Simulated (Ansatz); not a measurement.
Runs of Ansatz 0.2.0 on Si2Mo. It takes space group I4/mmm (No. 139, tetragonal). Conventional cell: a = 3.200 Å, b = 3.200 Å, c = 7.861 Å, α = 90.00°, β = 90.00°, γ = 90.00°. Mo (site symmetry 4/mmm) has 10 Si at 2.62 Å as nearest neighbours. Around Si (site symmetry 4mm) lie 5 Si at 2.61 to 2.63 Å and 5 Mo at 2.62 Å. 

| share of exact exchange | gap on the mesh (eV) | pressure (GPa) | largest force (eV/Å) |
| --- | --- | --- | --- |
| 0.1 | none | -0.3 | 0.34 |
| 0.3 | none | (a) | (b) |
| 0.4 | none | -7.1 | 0.58 |
| 0.2 | none | -2.6 | 0.41 |
| 0.5 | none | -9.2 | 0.71 |
| 0.25 | none | -3.8 | 0.45 |
| 0.05 | none | 0.9 | 0.30 |
| 0.15 | none | -1.4 | 0.38 |

Alike in all rows: task single point; level HSE06 form with a typed share of exact exchange; potentials or basis Ansatz PAW; no spin polarisation; cell as given; k mesh 6 × 6 × 6; cutoff (eV) 420; smearing fermi-dirac 0.05 eV; the mesh is coarse, so values aren't converged.

Problem. Fill in the values left out.

Solution. (a) -4.9; (b) 0.49.

Caveats: all runs use coarse meshes; the PAW data sets come from PBE, with cores solved anew for the run's functional, which leaves a small shift of forces and pressure; the thresholds are loose for stress.

A k mesh can miss the band edges, and the runs leave out spin-orbit coupling on Mo.

A gap of «none» marks a metal or a gap under the smearing width.
